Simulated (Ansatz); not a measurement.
NaH:

```
CELL_PARAMETERS angstrom
2.95512 0.00000 0.00000
0.00000 2.95512 0.00000
0.00000 0.00000 2.95512
ATOMIC_POSITIONS crystal
Na 0.00000 0.00000 0.00000
H 0.50000 0.50000 0.50000
```

The cell comes from a database or a generator and needn't be the stable form of this composition.

Base run:

| Item | Value |
| --- | --- |
| Program | Ansatz 0.2.0 |
| Functional | RPBE |
| Potentials or basis | all-electron LAPW, scalar-relativistic |
| Cutoff | 144 eV (chosen from the basis error) |
| Basis error allowed | 0.001 eV/atom |
| k mesh | 9 × 9 × 9 |
| Occupations | gaussian, width 0.05 eV |
| Spin | no spin polarisation |

Its results: band gap on the k mesh 1.74 eV, indirect (least direct gap 4.98 eV); pressure 1.7 GPa.

Q: The run is repeated on the same cell with these changes: functional from RPBE to PBEsol. What comes out?

A: Band gap on the k mesh 1.29 eV, indirect (least direct gap 4.70 eV); pressure -0.4 GPa.

PBEsol binds more tightly than RPBE, so the same cell stands under less pressure.

Caveats: an odd mesh through Γ misses points on the zone boundary, where band edges often lie.
